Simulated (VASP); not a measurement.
# GaSe in VASP: a series of runs

The runs below take GaSe through single point, with PBE.

Program: VASP 6.6.1. These are calculated values, not measurements. Logs are shortened: lines on timing, memory, paths and dates and some standing lists are left out, and cuts for length are marked.

## Step 1: The structure

The cell holds a slab with vacuum, 12 atoms: a = 3.742 Å, b = 3.742 Å, c = 30.695 Å, α = 90.00°, β = 90.00°, γ = 120.00°.

## Step 2: Single point, PBE

INCAR reads:

```
SYSTEM = GaSe
  PREC = Accurate
  ENCUT = 460
  EDIFF = 1E-7
  ISMEAR = 0
  SIGMA = 0.05
  LREAL = .False.
  LASPH = .True.
  NELM = 120
  ALGO = Normal
  ISIF = 2
  LWAVE = .False.
  LCHARG = .False.
  LDIPOL = .True.
  IDIPOL = 3
  DIPOL = 0.5 0.5 0.500
  GGA = PE
  NBANDS = 77
  LVHAR = .True.
  LVACPOTAV = .True.
```

KPOINTS reads:

```
regular mesh
0
Gamma
  9 9 1
  0 0 0
```

POSCAR reads:

```
GaSe
1.0
    3.7420012726      0.0000000000      0.0000000000
   -1.8710006363      3.2406681631      0.0000000000
    0.0000000000      0.0000000000     30.6947000000
Se Ga
6 6
Direct
    0.6666666667      0.3333333334      0.1628945714
    0.6666666667      0.3333333334      0.3184816923
    0.3333333333      0.6666666666      0.4222064395
    0.3333333333      0.6666666666      0.5777935605
    0.6666666667      0.3333333334      0.6815183077
    0.6666666667      0.3333333334      0.8371054286
    0.3333333333      0.6666666666      0.2028285991
    0.3333333333      0.6666666666      0.2785476646
    0.6666666667      0.3333333334      0.4621404672
    0.6666666667      0.3333333334      0.5378595328
    0.3333333333      0.6666666666      0.7214523354
    0.3333333333      0.6666666666      0.7971714009
```

Potentials or basis: VASP PAW PBE potentials, release 64 (Se, Ga_d).

On the command line:

```sh
cat potpaw_PBE.64/Se/POTCAR potpaw_PBE.64/Ga_d/POTCAR > POTCAR
mpirun -np 1 vasp_std > vasp.out
```

OUTCAR:

```text
SYSTEM = GaSe
   PREC = Accurate
   ENCUT = 460
   EDIFF = 1E-7
   ISMEAR = 0
   LREAL = .False.
   LASPH = .True.
   NELM = 120
   ISIF = 2
   GGA = PE

 Found     12 irreducible k-points:

 Following reciprocal coordinates:
            Coordinates               Weight
  0.000000  0.000000  0.000000      1.000000
  0.111111 -0.000000  0.000000      6.000000
  0.222222 -0.000000  0.000000      6.000000
  0.333333  0.000000  0.000000      6.000000
  0.444444 -0.000000  0.000000      6.000000
  0.111111  0.111111  0.000000      6.000000
   k-points           NKPTS =     12   k-points in BZ     NKDIM =     12   number of bands    NBANDS=     77
   number of dos      NEDOS =    301   number of ions     NIONS =     12
   total plane-waves  NPLWV = 169344
   dimension x,y,z NGX =    28 NGY =   28 NGZ =  216
   dimension x,y,z NGXF=    56 NGYF=   56 NGZF=  432
   ions per type =               6   6
   NGX,Y,Z   is equivalent  to a cutoff of  12.44, 12.44, 11.70 a.u.
   NGXF,Y,Z  is equivalent  to a cutoff of  24.88, 24.88, 23.40 a.u.
 SYSTEM =  GaSe
   PREC   = accura    normal or accurate (medium, high low for compatibility)
   ISTART =      0    job   : 0-new  1-cont  2-samecut
   ICHARG =      2    charge: 1-file 2-atom 10-const
   ISPIN  =      1    spin polarized calculation?
   LNONCOLLINEAR =      F non collinear calculations
   LSORBIT =      F    spin-orbit coupling
   LASPH  =      T    aspherical Exc in radial PAW
   ENCUT  =  460.0 eV  33.81 Ry    5.81 a.u.   6.54  6.54 53.68*2*pi/ulx,y,z
   NELM   =    120;   NELMIN=  2; NELMDL= -5     # of ELM steps
   EDIFF  = 0.1E-06   stopping-criterion for ELM
   LREAL  =      F    real-space projection
   EDIFFG = 0.1E-05   stopping-criterion for IOM
   NSW    =      0    number of steps for IOM
   IBRION =     -1    ionic relax: 0-MD 1-quasi-New 2-CG
   NFREE  =      0    steps in history (QN), initial steepest desc. (CG)
   ISIF   =      2    stress and relaxation
   ISYM   =      2    0-nonsym 1-usesym 2-fastsym
   POTIM  = 0.5000    time-step for ionic-motion
   TEBEG  =    0.0;   TEEND  =   0.0 temperature during run
   PSTRESS=    0.0 pullay stress
   NELECT =     114.0000    total number of electrons
   NUPDOWN=      -1.0000    fix difference up-down
   EMIN   =  10.00;   EMAX   =-10.00  energy-range for DOS
   EFERMI =   0.00;   METHOD = LEGACY
   ISMEAR =     0;   SIGMA  =   0.05  broadening in eV -4-tet -1-fermi 0-gaus
   EFERMI_NEDOS =   21; number of points for ismear=-14 and -15
   IALGO  =     38    algorithm
   IMIX   =      4    mixing-type and parameters
     AMIX     =   0.40;   BMIX     =  1.00
     AMIX_MAG =   1.60;   BMIX_MAG =  1.00
  volume/ion in A,a.u.               =      31.02       209.32
  Fermi-wavevector in a.u.,A,eV,Ry     =   1.103509  2.085329 16.568247  1.217732
  Thomas-Fermi vector in A             =   2.239968
   LORBIT       =      0    0 simple, 1 ext, 2 COOP (PROOUT), +10 PAW based schemes
   GGA     = PE    functional components
   LHFCALC =     F    Hartree Fock is set to
   AEXX    =    0.0000 exact exchange contribution
   IVDW    =     0    specifies the selected vdW correction
   LEPSILON=     F    determine dielectric tensor
   LRPA    =     F    only Hartree local field effects (RPA)
 non-spin polarized calculation
 Gauss-broadening in eV      SIGMA  =   0.05
  energy-cutoff  :      460.00
  volume of cell :      372.22
 maximum number of plane-waves:      8483
 NGX is ok and might be reduce to    28
   NGX = 13   NGY = 13   NGZ =107

 number of electron     114.0000029 magnetization

 dipolmoment           0.000000      0.000000      0.000000 electrons x Angstroem

 Free energy of the ion-electron system (eV)
  ---------------------------------------------------
  ext. energy  EPLUGINS =         0.00000000
  ---------------------------------------------------
  free energy    TOTEN  =       -45.12647412 eV

  energy without entropy =      -45.12647412  energy(sigma->0) =      -45.12647412

 E-fermi :   1.4664     XC(G=0):  -7.5628

 val. band max:        1.2042112538   @ k =   0.0000   0.0000   0.0000
 cond. band min:       2.8375559372   @ k =   0.0000   0.0000   0.0000
 fundamental gap:      1.6333446834
 Fermi energy:         1.4664299757

 k-point     1 :       0.0000    0.0000    0.0000
  band No.  band energies     occupation
      1     -13.6926      2.00000
      2     -13.6832      2.00000
      3     -13.6831      2.00000
      4     -13.5092      2.00000
      5     -13.5092      2.00000
      6     -13.5000      2.00000
[... 61 lines left out ...]
     68       5.5759      0.00000
     69       5.5759      0.00000

 k-point     2 :       0.1111   -0.0000    0.0000
  band No.  band energies     occupation
      1     -13.6907      2.00000
      2     -13.6813      2.00000
      3     -13.6813      2.00000
      4     -13.5397      2.00000
      5     -13.5300      2.00000
      6     -13.5297      2.00000
[... 61 lines left out ...]
     68       5.7494      0.00000
     69       5.7561      0.00000

 k-point     3 :       0.2222   -0.0000    0.0000
  band No.  band energies     occupation
      1     -13.6868      2.00000
      2     -13.6773      2.00000
      3     -13.6773      2.00000
      4     -13.6003      2.00000
      5     -13.5897      2.00000
      6     -13.5888      2.00000
[... 61 lines left out ...]
     68       6.0540      0.00000
     69       6.0957      0.00000

 k-point     4 :       0.3333    0.0000    0.0000
  band No.  band energies     occupation
      1     -13.6857      2.00000
      2     -13.6761      2.00000
      3     -13.6761      2.00000
      4     -13.6480      2.00000
      5     -13.6376      2.00000
      6     -13.6370      2.00000
[... 61 lines left out ...]
     68       5.9363      0.00000
     69       5.9851      0.00000

 k-point     5 :       0.4444   -0.0000    0.0000
  band No.  band energies     occupation
      1     -13.6941      2.00000
      2     -13.6843      2.00000
      3     -13.6843      2.00000
      4     -13.6640      2.00000
      5     -13.6544      2.00000
      6     -13.6542      2.00000
[... 61 lines left out ...]
     68       5.5862      0.00000
     69       5.7061      0.00000

 k-point     6 :       0.1111    0.1111    0.0000
  band No.  band energies     occupation
      1     -13.6878      2.00000
      2     -13.6783      2.00000
      3     -13.6783      2.00000
      4     -13.5834      2.00000
      5     -13.5730      2.00000
      6     -13.5722      2.00000
[... 61 lines left out ...]
     68       6.2098      0.00000
     69       6.2240      0.00000

 [... further k-points ...]

 [bands above 69 left out]

------------------------ aborting loop because EDIFF is reached ----------------------------------------

  FORCE on cell =-STRESS in cart. coord.  units (eV):
  Direction    XX          YY          ZZ          XY          YZ          ZX
  --------------------------------------------------------------------------------------
  -------------------------------------------------------------------------------------
  Total        3.6124329      3.6124329      8.3158747      0.0000000      0.0000000     -0.0000000
  in kB       15.5492155     15.5492155     35.7945272      0.0000000      0.0000000     -0.0000000
  external PRESSURE =      22.2976527 kB  Pullay stress =       0.0000000 kB

 VOLUME and BASIS-vectors are now :
 -----------------------------------------------------------------------------
  energy-cutoff  :      460.00
  volume of cell :      372.22
      direct lattice vectors                 reciprocal lattice vectors
     3.742001273  0.000000000  0.000000000     0.267236681  0.154289170  0.000000000
    -1.871000636  3.240668163  0.000000000     0.000000000  0.308578339  0.000000000
     0.000000000  0.000000000 30.694700000     0.000000000  0.000000000  0.032578914

 POSITION                                       TOTAL-FORCE (eV/Angst)
 -----------------------------------------------------------------------------------
      1.87100      1.08022      5.00000         0.000000     -0.000000      0.111436
      1.87100      1.08022      9.77570         0.000000     -0.000000     -0.229240
     -0.00000      2.16045     12.95950         0.000000     -0.000000      0.229743
     -0.00000      2.16045     17.73520         0.000000      0.000000     -0.229743
      1.87100      1.08022     20.91900         0.000000     -0.000000      0.229240
      1.87100      1.08022     25.69470         0.000000     -0.000000     -0.111436
     -0.00000      2.16045      6.22576         0.000000      0.000000     -1.264161
     -0.00000      2.16045      8.54994        -0.000000      0.000000      1.223264
      1.87100      1.08022     14.18526        -0.000000     -0.000000     -1.227606
      1.87100      1.08022     16.50944        -0.000000     -0.000000      1.227606
     -0.00000      2.16045     22.14476        -0.000000     -0.000000     -1.223264
     -0.00000      2.16045     24.46894         0.000000      0.000000      1.264161
 -----------------------------------------------------------------------------------
    total drift:                                0.000003     -0.000001      0.000000

  FREE ENERGIE OF THE ION-ELECTRON SYSTEM (eV)
  ---------------------------------------------------
  free  energy   TOTEN  =       -45.1264741176 eV

  energy  without entropy=      -45.1264741176  energy(sigma->0) =      -45.12647412

 vacuum level on the upper side and lower side of the slab         6.636         6.636
```

Run time: 4.6 min. Hardware: 1 thread of Intel Xeon 6975P-C (Granite Rapids), shared host; peak memory 0.5 GiB.

These settings aren't checked as converged: the numbers below hold their error.

What came out:

```yaml
Free_energy: -45.1265 eV
Largest_force: 1.264 eV/Å
Band_gap_on_the_k_mesh: 1.63 eV, direct
Ionisation_potential_of_the_upper_face: 5.43 eV
```

## Step 3: Single point, PBE

This run uses another cell than the first one, of 36.07 Å³/atom, 1.163 times its volume.

INCAR is that of step 2.

KPOINTS is that of step 2.

POSCAR reads:

```
GaSe
1.0
    3.7420012726      0.0000000000      0.0000000000
   -1.8710006363      3.2406681631      0.0000000000
    0.0000000000      0.0000000000     35.6947000000
Se Ga
6 6
Direct
    0.6666666667      0.3333333334      0.2101152272
    0.6666666667      0.3333333334      0.3439081993
    0.3333333333      0.6666666666      0.4331035140
    0.3333333333      0.6666666666      0.5668964860
    0.6666666667      0.3333333334      0.6560918007
    0.6666666667      0.3333333334      0.7898847728
    0.3333333333      0.6666666666      0.2444554234
    0.3333333333      0.6666666666      0.3095680031
    0.6666666667      0.3333333334      0.4674437101
    0.6666666667      0.3333333334      0.5325562899
    0.3333333333      0.6666666666      0.6904319969
    0.3333333333      0.6666666666      0.7555445766
```

Potentials or basis: VASP PAW PBE potentials, release 64 (Se, Ga_d).

On the command line:

```sh
cat potpaw_PBE.64/Se/POTCAR potpaw_PBE.64/Ga_d/POTCAR > POTCAR
mpirun -np 1 vasp_std > vasp.out
```

OUTCAR:

```text
SYSTEM = GaSe
   PREC = Accurate
   ENCUT = 460
   EDIFF = 1E-7
   ISMEAR = 0
   LREAL = .False.
   LASPH = .True.
   NELM = 120
   ISIF = 2
   GGA = PE

 Found     12 irreducible k-points:

 Following reciprocal coordinates:
            Coordinates               Weight
  0.000000  0.000000  0.000000      1.000000
  0.111111  0.000000  0.000000      6.000000
  0.222222  0.000000  0.000000      6.000000
  0.333333  0.000000  0.000000      6.000000
  0.444444  0.000000  0.000000      6.000000
  0.111111  0.111111  0.000000      6.000000
   k-points           NKPTS =     12   k-points in BZ     NKDIM =     12   number of bands    NBANDS=     77
   number of dos      NEDOS =    301   number of ions     NIONS =     12
   total plane-waves  NPLWV = 196000
   dimension x,y,z NGX =    28 NGY =   28 NGZ =  250
   dimension x,y,z NGXF=    56 NGYF=   56 NGZF=  500
   ions per type =               6   6
   NGX,Y,Z   is equivalent  to a cutoff of  12.44, 12.44, 11.64 a.u.
   NGXF,Y,Z  is equivalent  to a cutoff of  24.88, 24.88, 23.29 a.u.
 SYSTEM =  GaSe
[... 504 lines left out ...]
 [bands above 69 left out]

------------------------ aborting loop because EDIFF is reached ----------------------------------------

  FORCE on cell =-STRESS in cart. coord.  units (eV):
  Direction    XX          YY          ZZ          XY          YZ          ZX
  --------------------------------------------------------------------------------------
  -------------------------------------------------------------------------------------
  Total        3.6101462      3.6101462      8.3223039      0.0000000      0.0000000      0.0000000
  in kB       13.3626668     13.3626668     30.8043411      0.0000000      0.0000000      0.0000000
  external PRESSURE =      19.1765583 kB  Pullay stress =       0.0000000 kB

 VOLUME and BASIS-vectors are now :
 -----------------------------------------------------------------------------
  energy-cutoff  :      460.00
  volume of cell :      432.85
      direct lattice vectors                 reciprocal lattice vectors
     3.742001273  0.000000000  0.000000000     0.267236681  0.154289170  0.000000000
    -1.871000636  3.240668163  0.000000000     0.000000000  0.308578339  0.000000000
     0.000000000  0.000000000 35.694700000     0.000000000  0.000000000  0.028015364

 POSITION                                       TOTAL-FORCE (eV/Angst)
 -----------------------------------------------------------------------------------
      1.87100      1.08022      7.50000        -0.000000      0.000000      0.110939
      1.87100      1.08022     12.27570         0.000000      0.000000     -0.229470
     -0.00000      2.16045     15.45950         0.000000     -0.000000      0.229609
     -0.00000      2.16045     20.23520        -0.000000     -0.000000     -0.229609
      1.87100      1.08022     23.41900         0.000000      0.000000      0.229470
      1.87100      1.08022     28.19470        -0.000000      0.000000     -0.110939
     -0.00000      2.16045      8.72576         0.000000      0.000000     -1.265124
     -0.00000      2.16045     11.04994        -0.000000     -0.000000      1.225245
      1.87100      1.08022     16.68526        -0.000000      0.000000     -1.226821
      1.87100      1.08022     19.00944         0.000000     -0.000000      1.226821
     -0.00000      2.16045     24.64476        -0.000000     -0.000000     -1.225245
     -0.00000      2.16045     26.96894         0.000000      0.000000      1.265124
 -----------------------------------------------------------------------------------
    total drift:                                0.000002     -0.000001      0.000000

  FREE ENERGIE OF THE ION-ELECTRON SYSTEM (eV)
  ---------------------------------------------------
  free  energy   TOTEN  =       -45.1268985478 eV

  energy  without entropy=      -45.1268985478  energy(sigma->0) =      -45.12689855

 vacuum level on the upper side and lower side of the slab         5.710         5.710
```

OSZICAR:

```text
N       E                     dE             d eps       ncg     rms          rms(c)
DAV:   1     0.109020596792E+04    0.10902E+04   -0.46490E+04  2103   0.167E+03
DAV:   2     0.164059710608E+03   -0.92615E+03   -0.86623E+03  2048   0.493E+02
DAV:   3    -0.274884482778E+02   -0.19155E+03   -0.18416E+03  2288   0.168E+02
[... 17 lines left out ...]
DAV:  21    -0.451268953990E+02   -0.78291E-05   -0.17053E-07  1564   0.287E-03    0.375E-04
DAV:  22    -0.451268975545E+02   -0.21555E-05   -0.66635E-08  1425   0.139E-03    0.251E-04
DAV:  23    -0.451268983570E+02   -0.80244E-06   -0.22504E-08  1481   0.854E-04    0.123E-04
DAV:  24    -0.451268984867E+02   -0.12971E-06   -0.61323E-09  1347   0.116E-03    0.110E-04
DAV:  25    -0.451268985478E+02   -0.61156E-07   -0.35571E-09  1294   0.621E-04
   1 F= -.45126899E+02 E0= -.45126899E+02  d E =-.992909E-16
```

Run time: 6.3 min. Hardware: 1 thread of Intel Xeon 6975P-C (Granite Rapids), shared host; peak memory 0.55 GiB.

The run converged, but some of its settings lie outside the range that counts as converged, so its numbers aren't taken as properties of the slab.

What came out:

```yaml
Free_energy: -45.1269 eV
Largest_force: 1.265 eV/Å
Band_gap_on_the_k_mesh: 1.63 eV, direct
Ionisation_potential_of_the_upper_face: 5.44 eV
```

## Step 4: Single point, PBE

This run uses another cell than the first one, of 43.15 Å³/atom, 1.391 times its volume.

INCAR reads:

```
PREC = Accurate ; ENCUT = 750
EDIFF = 1E-8 ; ISMEAR = 0
SIGMA = 0.05 ; LREAL = False
LASPH = True ; NELM = 120
ALGO = Normal ; ISIF = 2
LWAVE = False ; LCHARG = False
LDIPOL = True ; IDIPOL = 3
DIPOL = 0.5 0.5 0.500 ; GGA = PE
NBANDS = 77 ; LVHAR = True
LVACPOTAV = True
```

KPOINTS reads:

```
regular mesh
0
Gamma
  11 11 1
```

POSCAR reads:

```
GaSe
1.0
    3.7420012726      0.0000000000      0.0000000000
   -1.8710006363      3.2406681631      0.0000000000
    0.0000000000      0.0000000000     42.6947000000
Se Ga
6 6
Direct
    0.6666666667      0.3333333334      0.2576432204
    0.6666666667      0.3333333334      0.3695001956
    0.3333333333      0.6666666666      0.4440715124
    0.3333333333      0.6666666666      0.5559284876
    0.6666666667      0.3333333334      0.6304998044
    0.6666666667      0.3333333334      0.7423567796
    0.3333333333      0.6666666666      0.2863531773
    0.3333333333      0.6666666666      0.3407902386
    0.6666666667      0.3333333334      0.4727814694
    0.6666666667      0.3333333334      0.5272185306
    0.3333333333      0.6666666666      0.6592097614
    0.3333333333      0.6666666666      0.7136468227
```

On the command line:

```sh
cat potpaw_PBE.64/Se/POTCAR potpaw_PBE.64/Ga_d/POTCAR > POTCAR
mpirun -np 1 vasp_std > vasp.out
```

Wall time 46 min (1 thread of Intel Xeon Platinum 8559C (Emerald Rapids), shared host); peak memory 1.4 GiB.

Results (log left out):

```yaml
Free_energy: -45.1306 eV
Largest_force: 1.264 eV/Å
Band_gap_on_the_k_mesh: 1.62 eV, indirect (least direct gap 1.63 eV)
Ionisation_potential_of_the_upper_face: 5.42 eV
```

Forces on the atoms (eV/Å):
```
Se   0.000  0.000  0.111
Se   0.000  0.000 -0.230
Se   0.000  0.000  0.230
Se   0.000  0.000 -0.230
Se   0.000  0.000  0.230
Se   0.000  0.000 -0.111
Ga   0.000  0.000 -1.264
Ga   0.000  0.000  1.224
Ga   0.000  0.000 -1.228
Ga   0.000  0.000  1.228
Ga   0.000  0.000 -1.224
Ga   0.000  0.000  1.264
```

Levels at points of the mesh, in eV from the valence-band top:
| k point | band 54 | band 55 | band 56 | band 57 | band 58 | band 59 | band 60 | band 61 |
| --- | --- | --- | --- | --- | --- | --- | --- | --- |
| (0.00, 0.00, 0.00) | -0.63 | -0.63 | -0.61 | -0.02 | 1.62 | 1.99 | 2.36 | 2.79 |

[end of part 1 of 2]
